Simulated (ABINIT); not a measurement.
# CdS (Hawleyite) (F-43m) in ABINIT: further runs

The runs below take CdS (Hawleyite) through equation of state, band structure, with PBE+D3, WC, r2SCAN.

All numbers are computed with ABINIT 10.8.3 (patched build); they aren't measurements. Logs are shortened: lines on timing, memory, paths and dates and some standing lists are left out, and cuts for length are marked. The log counts tension as positive stress, the text compression.

## (1) Starting point

The structure is cubic, space group F-43m (No. 216). Conventional cell: a = 5.833 Å, b = 5.833 Å, c = 5.833 Å, α = 90.00°, β = 90.00°, γ = 90.00°. Cd (site symmetry -43m) has 4 S at 2.53 Å as nearest neighbours. S (site symmetry -43m) is surrounded by 4 Cd at 2.53 Å.

## (2) Equation of state, PBE+D3

Input file run.abi:

```
# Datasets: one volume each
ndtset 7
getwfk -1
scalecart1 3*0.9795861087
scalecart2 3*0.9864848297
scalecart3 3*0.9932883884
scalecart4 3*1.0000000000
scalecart5 3*1.0066227096
scalecart6 3*1.0131594038
scalecart7 3*1.0196128224

# Pseudopotentials
pp_dirpath "./"
pseudos "Cd.GGA_PBE-JTH.xml, S.GGA_PBE-JTH.xml"

# Structure
acell 3*1.0 Angstrom
rprim
     0.0000000000     2.9165000000     2.9165000000
     2.9165000000     0.0000000000     2.9165000000
     2.9165000000     2.9165000000     0.0000000000
ntypat 2
znucl 48 16
natom 2
typat 1 2
xred
     0.0000000000     0.0000000000     0.0000000000
     0.7500000000     0.7500000000     0.7500000000

# Plane-wave basis
ecut 20.0
pawecutdg 40.0

# k points
kptopt 1
ngkpt 8 8 8
nshiftk 1
shiftk 0.0 0.0 0.0

# Exchange and correlation
ixc 11
vdw_xc 6

# Bands and occupations
nband 13
occopt 3
tsmear 0.00183747

# SCF cycle
nstep 100
tolvrs 1.0e-9

# Output
iomode 3
prtwf 1
prtden 0
prteig 0
prtebands 0
enunit 2
```

Potentials or basis: JTH PAW PBE v2.0.

Run with:

```console
abinit run.abi > log 2>&1
```

run.abo:

```text
.Version 10.8.3 of ABINIT
 DATASET    1 : space group F-4 3 m (#216); Bravais cF (face-center cubic)
================================================================================
 Values of the parameters that define the memory need for DATASET  1.
     intxc =       0    ionmov =       0      iscf =      17    lmnmax =      18
     lnmax =       6     mgfft =      32  mpssoang =       3    mqgrid =    3001
     natom =       2  nloc_mem =       2    nspden =       1   nspinor =       1
    nsppol =       1      nsym =      24    n1xccc =       1    ntypat =       2
    occopt =       3   xclevel =       2
       mpw =        1365          nfft =       32768          nkpt =          29
 PAW method is used; the additional fine FFT grid is defined by:
   mgfftf=        45    nfftf =     91125
================================================================================
================================================================================
[... 71 lines left out ...]
 DATASET    7 : space group F-4 3 m (#216); Bravais cF (face-center cubic)
================================================================================
 Values of the parameters that define the memory need for DATASET  7.
     intxc =       0    ionmov =       0      iscf =      17    lmnmax =      18
     lnmax =       6     mgfft =      32  mpssoang =       3    mqgrid =    3001
     natom =       2  nloc_mem =       2    nspden =       1   nspinor =       1
    nsppol =       1      nsym =      24    n1xccc =       1    ntypat =       2
    occopt =       3   xclevel =       2
       mpw =        1540          nfft =       32768          nkpt =          29
 PAW method is used; the additional fine FFT grid is defined by:
   mgfftf=        48    nfftf =    110592
================================================================================
================================================================================

--------------------------------------------------------------------------------
------------- Echo of variables that govern the present computation ------------
--------------------------------------------------------------------------------
 -outvars: echo values of preprocessed input variables --------
            acell      1.8897261259E+00  1.8897261259E+00  1.8897261259E+00 Bohr
              amu      1.12411000E+02  3.20660000E+01
             ecut      2.00000000E+01 Hartree
           enunit           2
           getwfk          -1
              ixc          11
           jdtset        1    2    3    4    5    6    7
         kptrlatt        8    0    0      0    8    0      0    0    8
          kptrlen1     6.10813252E+01
          kptrlen2     6.15114895E+01
          kptrlen3     6.19357201E+01
          kptrlen4     6.23542174E+01
          kptrlen5     6.27671713E+01
          kptrlen6     6.31747617E+01
          kptrlen7     6.35771596E+01
            natom           2
            nband          13
           ndtset           7
            ngfft          32      32      32
          ngfftdg1         45      45      45
          ngfftdg2         45      45      45
          ngfftdg3         48      48      48
          ngfftdg4         48      48      48
          ngfftdg5         48      48      48
          ngfftdg6         48      48      48
          ngfftdg7         48      48      48
             nkpt          29
            nstep         100
             nsym          24
           ntypat           2
           occopt           3
        pawecutdg      4.00000000E+01 Hartree
         pawxcdev           0
           prtden           0
        prtebands           0
           prteig           0
            rprim1     0.0000000000E+00  2.8569628860E+00  2.8569628860E+00
                       2.8569628860E+00  0.0000000000E+00  2.8569628860E+00
                       2.8569628860E+00  2.8569628860E+00  0.0000000000E+00
            rprim2     0.0000000000E+00  2.8770830058E+00  2.8770830058E+00
                       2.8770830058E+00  0.0000000000E+00  2.8770830058E+00
                       2.8770830058E+00  2.8770830058E+00  0.0000000000E+00
            rprim3     0.0000000000E+00  2.8969255848E+00  2.8969255848E+00
                       2.8969255848E+00  0.0000000000E+00  2.8969255848E+00
                       2.8969255848E+00  2.8969255848E+00  0.0000000000E+00
            rprim4     0.0000000000E+00  2.9165000000E+00  2.9165000000E+00
                       2.9165000000E+00  0.0000000000E+00  2.9165000000E+00
                       2.9165000000E+00  2.9165000000E+00  0.0000000000E+00
            rprim5     0.0000000000E+00  2.9358151325E+00  2.9358151325E+00
                       2.9358151325E+00  0.0000000000E+00  2.9358151325E+00
                       2.9358151325E+00  2.9358151325E+00  0.0000000000E+00
            rprim6     0.0000000000E+00  2.9548794012E+00  2.9548794012E+00
                       2.9548794012E+00  0.0000000000E+00  2.9548794012E+00
                       2.9548794012E+00  2.9548794012E+00  0.0000000000E+00
            rprim7     0.0000000000E+00  2.9737007965E+00  2.9737007965E+00
                       2.9737007965E+00  0.0000000000E+00  2.9737007965E+00
                       2.9737007965E+00  2.9737007965E+00  0.0000000000E+00
          spgroup         216
           tolvrs      1.00000000E-09
           tsmear      1.83747000E-03 Hartree
            typat      1  2
           useylm           1
           vdw_xc           6
           xangst1     0.0000000000E+00  0.0000000000E+00  0.0000000000E+00
                       4.2854443290E+00  4.2854443290E+00  4.2854443290E+00
           xangst2     0.0000000000E+00  0.0000000000E+00  0.0000000000E+00
                       4.3156245087E+00  4.3156245087E+00  4.3156245087E+00
           xangst3     0.0000000000E+00  0.0000000000E+00  0.0000000000E+00
                       4.3453883772E+00  4.3453883772E+00  4.3453883772E+00
           xangst4     0.0000000000E+00  0.0000000000E+00  0.0000000000E+00
                       4.3747500000E+00  4.3747500000E+00  4.3747500000E+00
           xangst5     0.0000000000E+00  0.0000000000E+00  0.0000000000E+00
                       4.4037226988E+00  4.4037226988E+00  4.4037226988E+00
           xangst6     0.0000000000E+00  0.0000000000E+00  0.0000000000E+00
                       4.4323191018E+00  4.4323191018E+00  4.4323191018E+00
           xangst7     0.0000000000E+00  0.0000000000E+00  0.0000000000E+00
                       4.4605511948E+00  4.4605511948E+00  4.4605511948E+00
            xcart1     0.0000000000E+00  0.0000000000E+00  0.0000000000E+00
                       8.0983161097E+00  8.0983161097E+00  8.0983161097E+00
            xcart2     0.0000000000E+00  0.0000000000E+00  0.0000000000E+00
                       8.1553483838E+00  8.1553483838E+00  8.1553483838E+00
            xcart3     0.0000000000E+00  0.0000000000E+00  0.0000000000E+00
                       8.2115939435E+00  8.2115939435E+00  8.2115939435E+00
            xcart4     0.0000000000E+00  0.0000000000E+00  0.0000000000E+00
                       8.2670793693E+00  8.2670793693E+00  8.2670793693E+00
            xcart5     0.0000000000E+00  0.0000000000E+00  0.0000000000E+00
                       8.3218298352E+00  8.3218298352E+00  8.3218298352E+00
            xcart6     0.0000000000E+00  0.0000000000E+00  0.0000000000E+00
                       8.3758692050E+00  8.3758692050E+00  8.3758692050E+00
            xcart7     0.0000000000E+00  0.0000000000E+00  0.0000000000E+00
                       8.4292201288E+00  8.4292201288E+00  8.4292201288E+00
             xred      0.0000000000E+00  0.0000000000E+00  0.0000000000E+00
                       7.5000000000E-01  7.5000000000E-01  7.5000000000E-01
            znucl       48.00000   16.00000

================================================================================

 chkinp: Checking input parameters for consistency, jdtset=   1.

 chkinp: Checking input parameters for consistency, jdtset=   2.
[... 40 lines left out ...]
 getcut: wavevector=  0.0000  0.0000  0.0000  ngfft=  45  45  45
         ecut(hartree)=     40.000   => boxcut(ratio)=   2.02413

--- Pseudopotential description ------------------------------------------------
- pspini: atom type   1  psp file is ./Cd.GGA_PBE-JTH.xml
 Pseudopotential format is: paw10
 basis_size (lnmax)=  6 (lmn_size= 18), orbitals=   0   0   1   1   2   2
 Spheres core radius: rc_sph= 2.50233826
 Shapefunction is BESSEL type: shapef(r,l)=aa(1,l)*jl(q(1,l)*r)+aa(2,l)*jl(q(2,l)*r)
 Radius for shape functions =  2.31074885
 Compensation charge density is not taken into account in XC energy/potential

- pspini: atom type   2  psp file is ./S.GGA_PBE-JTH.xml
 Pseudopotential format is: paw10
 basis_size (lnmax)=  4 (lmn_size=  8), orbitals=   0   0   1   1
 Spheres core radius: rc_sph= 1.90380259
 Shapefunction is SIN type: shapef(r)=[sin(pi*r/rshp)/(pi*r/rshp)]**2
 Radius for shape functions =  1.40128485
 Compensation charge density is not taken into account in XC energy/potential

   5.23237762E+02                                ecore*ucvol(ha*bohr**3)
--------------------------------------------------------------------------------

[... 1322 lines left out ...]
-Cartesian components of stress tensor (GPa)         [Pressure= -2.5565E+00 GPa]
- sigma(1 1)=  2.55652604E+00  sigma(3 2)=  0.00000000E+00
- sigma(2 2)=  2.55652604E+00  sigma(3 1)=  0.00000000E+00
- sigma(3 3)=  2.55652604E+00  sigma(2 1)=  0.00000000E+00

== END DATASET(S) ==============================================================
================================================================================

 -outvars: echo values of variables after computation  --------
            acell      1.8897261259E+00  1.8897261259E+00  1.8897261259E+00 Bohr
           etotal1    -5.7939853560E+01
           etotal2    -5.7940865268E+01
           etotal3    -5.7941522359E+01
           etotal4    -5.7941844437E+01
           etotal5    -5.7941877156E+01
           etotal6    -5.7941647411E+01
           etotal7    -5.7941192673E+01
            fcart1    -7.7928388523E-31  2.3378516557E-30 -7.7928388523E-31
                       7.7928388523E-31 -2.3378516557E-30  7.7928388523E-31
            fcart2    -0.0000000000E+00 -0.0000000000E+00 -0.0000000000E+00
                      -0.0000000000E+00 -0.0000000000E+00 -0.0000000000E+00
            fcart3    -0.0000000000E+00 -0.0000000000E+00 -0.0000000000E+00
                      -0.0000000000E+00 -0.0000000000E+00 -0.0000000000E+00
            fcart4    -0.0000000000E+00 -0.0000000000E+00 -0.0000000000E+00
                      -0.0000000000E+00 -0.0000000000E+00 -0.0000000000E+00
            fcart5     1.5167066298E-30 -3.7917665746E-31 -1.5167066298E-30
                      -1.5167066298E-30  3.7917665746E-31  1.5167066298E-30
[... 38 lines left out ...]
                       0.0000000000E+00  0.0000000000E+00  0.0000000000E+00
           xangst1     0.0000000000E+00  0.0000000000E+00  0.0000000000E+00
                       4.2854443290E+00  4.2854443290E+00  4.2854443290E+00
           xangst2     0.0000000000E+00  0.0000000000E+00  0.0000000000E+00
                       4.3156245087E+00  4.3156245087E+00  4.3156245087E+00
           xangst3     0.0000000000E+00  0.0000000000E+00  0.0000000000E+00
                       4.3453883772E+00  4.3453883772E+00  4.3453883772E+00
           xangst4     0.0000000000E+00  0.0000000000E+00  0.0000000000E+00
                       4.3747500000E+00  4.3747500000E+00  4.3747500000E+00
           xangst5     0.0000000000E+00  0.0000000000E+00  0.0000000000E+00
                       4.4037226988E+00  4.4037226988E+00  4.4037226988E+00
           xangst6     0.0000000000E+00  0.0000000000E+00  0.0000000000E+00
                       4.4323191018E+00  4.4323191018E+00  4.4323191018E+00
           xangst7     0.0000000000E+00  0.0000000000E+00  0.0000000000E+00
                       4.4605511948E+00  4.4605511948E+00  4.4605511948E+00
             xred      0.0000000000E+00  0.0000000000E+00  0.0000000000E+00
                       7.5000000000E-01  7.5000000000E-01  7.5000000000E-01
 Calculation completed.
```

Wall time 1.8 min (1 thread of Arm Neoverse V2, shared host); peak memory 0.16 GiB.

Results:

| Property | Result |
| --- | --- |
| Equilibrium volume | 25.11 Å³/atom |
| Bulk modulus | 60 GPa |
| Pressure derivative of the bulk modulus | 4.8 (rough: it moves with the points fitted) |

Energy against volume, from the lowest point:
| volume (Å³/atom) | energy (meV/atom) |
| --- | --- |
| 23.319 | 27.53 |
| 23.815 | 13.77 |
| 24.312 | 4.83 |
| 24.808 | 0.45 |
| 25.304 | 0.00 |
| 25.800 | 3.13 |
| 26.296 | 9.31 |

Caveat: the cutoff is too short for stress, so the log's stress isn't used; pressures at fixed basis lie under the slope of the energies.

## (3) Band structure, WC

Input file run.abi:

```
# Datasets: ground state, then fixed potential
ndtset 2

# Pseudopotentials
pp_dirpath "./"
pseudos "Cd.GGA_PBE-JTH.xml, S.GGA_PBE-JTH.xml"

# Structure
acell 4.1245538547 4.1245538547 4.1245538547 Angstrom
rprim
     0.0000000000     0.7071067812     0.7071067812
     0.7071067812     0.0000000000     0.7071067812
     0.7071067812     0.7071067812     0.0000000000
ntypat 2
znucl 48 16
natom 2
typat 1 2
xred
     0.0000000000     0.0000000000     0.0000000000
     0.7500000000     0.7500000000     0.7500000000

# Plane-wave basis
ecut 20.0
pawecutdg 40.0

# Exchange and correlation
ixc 23

# Bands and occupations
occopt 3
tsmear 0.05 eV

# SCF cycle
nstep 100

# Output
iomode 3
prtwf 0
prteig 0
prtebands 0
prtden1 1
prtvha1 1
prtvclmb1 1
prtpot1 1

# Dataset 1
kptopt1 1
ngkpt1 8 8 8
nshiftk1 1
shiftk1 0.0 0.0 0.0
nband1 13
tolvrs1 1.0e-9

# Dataset 2: bands along G-X-W-K-G-L-U-W-L-K
iscf2 -2
getden2 1
nband2 17
nbdbuf2 2
tolwfr2 1.0e-12
kptopt2 -9
ndivsm2 8
prteig2 1
prtvol2 -3
kptbounds2
     0.0000000000     0.0000000000     0.0000000000
     0.5000000000     0.0000000000     0.5000000000
     0.5000000000     0.2500000000     0.7500000000
     0.3750000000     0.3750000000     0.7500000000
     0.0000000000     0.0000000000     0.0000000000
     0.5000000000     0.5000000000     0.5000000000
     0.6250000000     0.2500000000     0.6250000000
     0.5000000000     0.2500000000     0.7500000000
     0.5000000000     0.5000000000     0.5000000000
     0.3750000000     0.3750000000     0.7500000000
```

Potentials or basis: JTH PAW PBE v2.0.

Run with:

```console
abinit run.abi > log 2>&1
```

Wall time 2.7 min (1 thread of Arm Neoverse V2, shared host); peak memory 0.16 GiB.

Results (log left out):

```yaml
Free_energy: -1576.6134 eV
Band_gap_on_the_k_mesh: 0.96 eV, direct
Valence_electrons_inside_the_program's_atomic_spheres: Cd 10.48; S 3.57
```

Levels at the corners of the path, in eV from the valence-band top:
```
point  band 7  band 8  band 9  band 10  band 11  band 12
    Γ    0.00    0.00    0.00     0.96     6.42     6.42
    X   -4.01   -1.91   -1.91     3.38     4.24     9.01
    W   -3.97   -2.32   -2.23     5.29     5.34     7.08
    K   -4.00   -2.59   -1.56     4.09     5.33     8.31
    Γ    0.00    0.00    0.00     0.96     6.42     6.42
    L   -4.48   -0.77   -0.77     2.86     6.89     6.89
    U   -4.00   -2.59   -1.56     4.09     5.33     8.31
    W   -3.97   -2.32   -2.23     5.29     5.34     7.08
    L   -4.48   -0.77   -0.77     2.86     6.89     6.89
    K   -4.00   -2.59   -1.56     4.09     5.33     8.31
```

Caveat: the cutoff is too short for stress, so the log's stress isn't used; the PAW data sets were made with another functional, which shifts forces and pressure a little.

[end of part 1 of 2]
